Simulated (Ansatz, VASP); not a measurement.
**Cd in VASP and in Ansatz**

File INCAR:

```
PREC = Accurate
ENCUT = 520
EDIFF = 1E-7
ISMEAR = -1
SIGMA = 0.05
LREAL = F
LASPH = T
NELM = 60
ALGO = Normal
ISIF = 2
LWAVE = F
LCHARG = F
GGA = PS
NBANDS = 19
```

The input KPOINTS:

```
regular mesh
0
Gamma
  10 10 5
```

The input POSCAR:

```
Cd
1.0
    2.9588769815      0.0000000000      0.0000000000
   -1.4794384907      2.5624626327      0.0000000000
    0.0000000000      0.0000000000      5.5799465150
Cd
2
Direct
    0.6666666667      0.3333333333      0.7500000000
    0.3333333333      0.6666666667      0.2500000000
```

input.yaml

```yaml
crystal:
  lattice:
    - [2.9588769815, 0.0, 0.0]
    - [-1.4794384907, 2.5624626327, 0.0]
    - [0.0, 0.0, 5.579946515]
  atoms:
    - { symbol: Cd, position: [0.6666666667, 0.3333333333, 0.75] }
    - { symbol: Cd, position: [0.3333333333, 0.6666666667, 0.25] }
hamiltonian:
  xc: pbesol
  pseudopotentials: { kind: paw }
kpoints:
  mp_grid: { grid: [10, 10, 5] }
scf:
  occupations: { method: fermi_dirac, width: 0.05 }
output:
  forces: true
  stress: true
  eigenvalues: true
  write_density: true
  write_potential: true
  elf: true
  volumetric_format: npy
```

Alike in both runs: task single point; functional PBEsol; k mesh 10 × 10 × 5; occupations fermi-dirac, width 0.05 eV; no spin polarisation.

```csv
,VASP,Ansatz
version,VASP 6.6.1,Ansatz 0.2.0
potentials or method,"VASP PAW PBE potentials, release 64 (Cd)",Ansatz PAW
plane-wave cutoff (eV),520,420
valence electrons in the cell,24,40
```

|  | VASP | Ansatz | Ansatz less VASP |
| --- | --- | --- | --- |
| gap on the k mesh at the Fermi level (eV) | none | none | - |
| pressure (GPa) | -0.1 | -0.4 | -0.37 |
| largest component of the traceless stress (GPa) | 0.91 | 0.76 | -0.147 |

A gap of «none» marks a metal or a gap that the smearing closes. The two sets of potentials don't hold the same shells in valence.

Caveats: the PAW data sets were made with another functional, which shifts forces and pressure a little (VASP); the PAW data sets come from PBE, with cores solved anew for the run's functional, which leaves a small shift of forces and pressure (Ansatz).
